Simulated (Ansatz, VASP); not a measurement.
# Bi: VASP beside Ansatz

INCAR

```
PREC     = Accurate       # precision mode
ENCUT    = 520            # plane-wave cutoff, eV
EDIFF    = 1E-6           # SCF threshold, eV
ISMEAR   = -1             # smearing method
SIGMA    = 0.03           # smearing width, eV
LREAL    = F              # projectors in reciprocal space
LASPH    = T              # aspherical terms in the spheres
NELM     = 60             # most SCF steps
ALGO     = Normal         # electronic algorithm
ISIF     = 2              # what is computed and relaxed
LWAVE    = F              # write WAVECAR
LCHARG   = F              # write CHGCAR
GGA      = PE             # functional
NBANDS   = 22             # bands
```

The input KPOINTS:

```
Automatic mesh
0
Gamma
  9 9 3
```

Contents of POSCAR:

```
Bi
1.0
    4.5618669449      0.0000000000      0.0000000000
   -2.2809334725      3.9506926630      0.0000000000
    0.0000000000      0.0000000000     11.7107100000
Bi
2
Direct
    0.3333333333      0.6666666667      0.2500000000
    0.6666666667      0.3333333333      0.7500000000
```

Input for Ansatz:

```yaml
crystal:
  lattice:
    - [4.5618669449, 0.0, 0.0]
    - [-2.2809334725, 3.950692663, 0.0]
    - [0.0, 0.0, 11.71071]
  atoms:
    - { symbol: Bi, position: [0.3333333333, 0.6666666667, 0.25] }
    - { symbol: Bi, position: [0.6666666667, 0.3333333333, 0.75] }
kpoints:
  mp_grid: { grid: [9, 9, 3] }
scf:
  occupations: { method: fermi_dirac, width: 0.03 }
hamiltonian:
  xc: pbe
  pseudopotentials: { kind: all_electron, lapw: { basis_error: 0.0005 } }
output:
  forces: true
  stress: true
  eigenvalues: true
```

Change from the starting cell: z stretched by -1 % at fixed volume.

Alike in both runs: task single point; functional PBE; k mesh 9 × 9 × 3; occupations fermi-dirac, width 0.03 eV; no spin polarisation.

|  | VASP | Ansatz |
| --- | --- | --- |
| version | VASP 6.6.1 | Ansatz 0.2.0 |
| potentials or method | VASP PAW PBE potentials, release 64 (Bi_d) | all-electron LAPW, scalar-relativistic |
| plane-wave cutoff (eV) | 520 | see its input |

Ansatz gave:

```
pressure (GPa)                                  : -3.2
largest component of the traceless stress (GPa) : 2.88
```

**Question.** What did VASP give for the same quantities?

**Answer.** Pressure (GPa): -3.3; largest component of the traceless stress (GPa): 2.88.

Ansatz ran all-electron here, so the differences hold the error of VASP's frozen core and of both bases.

Caveats: spin-orbit coupling is left out, which moves the levels of the heavy elements.
